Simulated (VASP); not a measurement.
Input and output of a VASP PBE single-point calculation on AgCl (database structure)

INCAR

```
PREC = Accurate
NSW = 0
LWAVE = .FALSE.
LASPH = .TRUE.
SIGMA = 0.02
LCHARG = .FALSE.
ISMEAR = -1
LREAL = .FALSE.
NELM = 120
NBANDS = 26
GGA = PE
IBRION = -1
ENCUT = 520
EDIFF = 1E-7
ISIF = 2
```

KPOINTS

```
KPOINTS created by Atomic Simulation Environment
0
Gamma
6 6 6
0 0 0
```

KPOINTS_OPT

```
special points
8
Reciprocal
0.0000000000 0.0000000000 0.0000000000 1
0.5000136275 0.4999863725 0.0000982862 1
0.5000136275 0.4999863725 0.5000982814 1
0.5000136275 0.0000000000 0.5000982814 1
0.2498825200 0.0000000000 1.0000491090 1
0.7501447351 0.0000000000 0.0001474537 1
0.7501447351 0.2498688992 0.0001474537 1
0.2498825200 0.2498688992 1.0000491090 1
```

POSCAR

```
Ag Cl
 1.0000000000000000
     3.9166762194736693    0.0000000000000000    0.1936458359047946
     0.0000000000000000    3.9212466019929622    0.0000000000000000
    -0.2730111633138449    0.0000000000000000    5.5375273353001857
 Ag  Cl
   2   2
Cartesian
  0.9111303287845279  0.9803116504982408  1.4328215558949078
  2.7325347273752962  2.9409349514947225  4.2983516153100716
  2.8694029580023712  2.9409349514947225  1.5296039310843890
  0.7742620981574539  0.9803116504982408  4.2015692401205929
```

VASP ran with the recommended PBE PAW datasets (36 valence electrons in the cell).

Command

```
mpirun -np 1 vasp_std
```

From OUTCAR

```
k-points           NKPTS =     80   k-points in BZ     NKDIM =     80   number of bands    NBANDS=     26

   NELECT =      36.0000    total number of electrons

   dimension x,y,z NGX =    30 NGY =   30 NGZ =   42
   dimension x,y,z NGXF=    60 NGYF=   60 NGZF=   84

  energy-cutoff  :      520.00
  volume of cell :       85.25
      direct lattice vectors                 reciprocal lattice vectors
     3.916676219  0.000000000  0.193645836     0.254697686  0.000000000  0.012557105
     0.000000000  3.921246602  0.000000000     0.000000000  0.255020941  0.000000000
    -0.273011163  0.000000000  5.537527335    -0.008906709  0.000000000  0.180146897

 k-points in reciprocal lattice and weights: KPOINTS created by Atomic Simulation Env
   0.00000000  0.00000000  0.00000000       0.005
   0.16666667  0.00000000  0.00000000       0.009
   0.33333333  0.00000000  0.00000000       0.009
   0.50000000  0.00000000  0.00000000       0.005
   0.00000000  0.16666667  0.00000000       0.009
   0.16666667  0.16666667  0.00000000       0.019
   0.33333333  0.16666667  0.00000000       0.019
   0.50000000  0.16666667  0.00000000       0.009
   ...

 E-fermi :   4.2591

 k-point     1 :       0.0000    0.0000    0.0000
  band No.  band energies     occupation
      1     -11.3274      2.00000
      2     -10.8697      2.00000
      3      -0.5013      2.00000
      4       0.7642      2.00000
      5       0.7646      2.00000
      6       1.0583      2.00000
      7       1.3834      2.00000
      8       1.3835      2.00000
      9       1.3841      2.00000
     10       1.4246      2.00000
     11       1.4248      2.00000
     12       1.4993      2.00000
     13       1.5003      2.00000
     14       1.5005      2.00000
     15       1.6139      2.00000
     16       1.8701      2.00000
     17       1.8701      2.00000
     18       1.9554      2.00000
     19       4.7339      0.00000
     20       6.2075      0.00000
     21      11.8490      0.00000
     22      12.4621      0.00000
     23      14.6787      0.00000
     24      14.6798      0.00000
     25      14.6807      0.00000
     26      15.3389      0.00000

 k-point     2 :       0.1667    0.0000    0.0000
  band No.  band energies     occupation
      1     -11.2571      2.00000
      2     -10.8549      2.00000
      3      -0.4350      2.00000
      4       0.0424      2.00000
      5       0.2973      2.00000
      6       0.4803      2.00000
      7       0.5794      2.00000
      8       0.9722      2.00000
      9       1.3718      2.00000
     10       1.4216      2.00000
     11       1.4784      2.00000
     12       1.8338      2.00000
     13       1.8436      2.00000
     14       1.8727      2.00000
     15       1.9245      2.00000
     16       2.1038      2.00000
     17       2.2891      2.00000
     18       2.5046      2.00000
     19       5.5760      0.00000
     20       6.8160      0.00000
     21      11.5506      0.00000
     22      12.2011      0.00000
     23      13.3724      0.00000
     24      13.7565      0.00000
     25      14.4022      0.00000
     26      14.7904      0.00000

 k-point     3 :       0.3333    0.0000    0.0000
  band No.  band energies     occupation
      1     -11.0880      2.00000
      2     -10.8485      2.00000
      3      -0.7341      2.00000
      4      -0.5015      2.00000
      5      -0.2380      2.00000
      6      -0.1466      2.00000
      7      -0.0143      2.00000
      8       0.5001      2.00000
      9       1.5222      2.00000
     10       1.6387      2.00000
     11       1.6430      2.00000
     12       1.7664      2.00000
     13       2.0488      2.00000
     14       2.0721      2.00000
     15       2.0778      2.00000
     16       2.2062      2.00000
     17       3.2348      2.00000
     18       3.4268      2.00000
     19       7.1773      0.00000
     20       8.1452      0.00000
     21      10.4431      0.00000
     22      11.6732      0.00000
     23      11.7405      0.00000
     24      12.1283      0.00000
     25      12.9449      0.00000
     26      12.9622      0.00000

 k-point     4 :       0.5000    0.0000    0.0000
  band No.  band energies     occupation
      1     -10.9230      2.00000
      2     -10.9229      2.00000
      3      -0.9619      2.00000
      4      -0.9619      2.00000
      5      -0.2614      2.00000
      6      -0.2612      2.00000
      7       0.0810      2.00000
      8       0.0818      2.00000
      9       1.6500      2.00000
     10       1.6503      2.00000
     11       1.7402      2.00000
     12       1.7403      2.00000
     13       2.1373      2.00000
     14       2.1381      2.00000
     15       2.1924      2.00000
     16       2.1929      2.00000
     17       3.7518      2.00000
     18       3.7519      2.00000
     19       8.7834      0.00000
     20       8.7837      0.00000
     21       9.8283      0.00000
     22       9.8286      0.00000
     23      11.6048      0.00000
     24      11.6068      0.00000
     25      12.2776      0.00000
     26      12.2784      0.00000

 k-point     5 :       0.0000    0.1667    0.0000
  band No.  band energies     occupation
      1     -11.2571      2.00000
      2     -10.8548      2.00000
      3      -0.4350      2.00000
      4       0.0426      2.00000
      5       0.2970      2.00000
      6       0.4804      2.00000
      7       0.5792      2.00000
      8       0.9723      2.00000
      9       1.3719      2.00000
     10       1.4215      2.00000
     11       1.4784      2.00000
     12       1.8338      2.00000
     13       1.8436      2.00000
     14       1.8728      2.00000
     15       1.9245      2.00000
     16       2.1038      2.00000
     17       2.2890      2.00000
     18       2.5045      2.00000
     19       5.5760      0.00000
     20       6.8160      0.00000
     21      11.5507      0.00000
     22      12.2011      0.00000
     23      13.3728      0.00000
     24      13.7567      0.00000
     25      14.4016      0.00000
     26      14.7896      0.00000

 k-point     6 :       0.1667    0.1667    0.0000
  band No.  band energies     occupation
      1     -11.1965      2.00000
      2     -10.8442      2.00000
      3      -0.3602      2.00000
      4      -0.1843      2.00000
      5      -0.1676      2.00000
      6       0.1152      2.00000
      7       0.9121      2.00000
      8       0.9131      2.00000
      9       1.3011      2.00000
     10       1.4713      2.00000
     11       1.6511      2.00000
     12       1.8631      2.00000
     13       1.8704      2.00000
     14       1.8935      2.00000
     15       1.9650      2.00000
     16       1.9657      2.00000
     17       2.3986      2.00000
     18       2.5183      2.00000
     19       6.3212      0.00000
     20       7.3987      0.00000
     21      11.6387      0.00000
     22      12.0039      0.00000
     23      12.6922      0.00000
     24      12.7663      0.00000
     25      13.2512      0.00000
     26      14.0407      0.00000

 k-point     7 :       0.3333    0.1667    0.0000
  band No.  band energies     occupation
      1     -11.0513      2.00000
      2     -10.8432      2.00000
      3      -0.6795      2.00000
      4      -0.5914      2.00000
      5      -0.1791      2.00000
      6      -0.1445      2.00000
      7       0.3454      2.00000
      8       0.5848      2.00000
      9       1.3750      2.00000
     10       1.6343      2.00000
     11       1.7164      2.00000
     12       1.7615      2.00000
     13       1.9726      2.00000
     14       2.0771      2.00000
     15       2.0808      2.00000
     16       2.1056      2.00000
     17       2.8942      2.00000
     18       2.9175      2.00000
     19       7.4364      0.00000
     20       8.1976      0.00000
     21      10.7893      0.00000
     22      11.0369      0.00000
     23      11.6853      0.00000
     24      12.2542      0.00000
     25      12.5629      0.00000
     26      13.6738      0.00000

 k-point     8 :       0.5000    0.1667    0.0000
  band No.  band energies     occupation
      1     -10.9099      2.00000
      2     -10.9098      2.00000
      3      -0.8385      2.00000
      4      -0.8384      2.00000
      5      -0.1269      2.00000
      6      -0.1268      2.00000
      7       0.1864      2.00000
      8       0.1873      2.00000
      9       1.5739      2.00000
     10       1.5741      2.00000
     11       1.7555      2.00000
     12       1.7555      2.00000
     13       2.0636      2.00000
     14       2.0643      2.00000
     15       2.1452      2.00000
     16       2.1456      2.00000
     17       3.2288      2.00000
     18       3.2289      2.00000
     19       8.0495      0.00000
     20       8.0496      0.00000
     21      10.4536      0.00000
     22      10.4537      0.00000
     23      11.6835      0.00000
     24      11.6853      0.00000
     25      13.0757      0.00000
     26      13.0761      0.00000

 ...

  Total        0.8003903      0.8006903      0.7981662      0.0000000      0.0000000     -0.0003191
  in kB       15.0417155     15.0473536     14.9999173      0.0000000      0.0000000     -0.0059962
  external PRESSURE =      15.0296621 kB  Pullay stress =       0.0000000 kB

 POSITION                                       TOTAL-FORCE (eV/Angst)
 -----------------------------------------------------------------------------------
      0.91113      0.98031      1.43282        -0.000101      0.000000     -0.000004
      2.73253      2.94093      4.29835         0.000101     -0.000000      0.000004
      2.86940      2.94093      1.52960        -0.000013      0.000000      0.000042
      0.77426      0.98031      4.20157         0.000013      0.000000     -0.000042
 -----------------------------------------------------------------------------------
    total drift:                                0.000000      0.000000     -0.000000

  FREE ENERGIE OF THE ION-ELECTRON SYSTEM (eV)
  ---------------------------------------------------
  free  energy   TOTEN  =       -10.7881132357 eV

  energy  without entropy=      -10.7881132356  energy(sigma->0) =      -10.78811324
```

```json
{"gap between bands v and c": "0.91 eV", "least direct gap": "2.78 eV", "pressure": "1.5 GPa"}
```

Band v is the last that the valence electrons fill when counted band by band, and c is the next.

The run took about 1.9 min on one core of a shared host (Intel Xeon Platinum 8488C) and held 0.35 GiB at most.
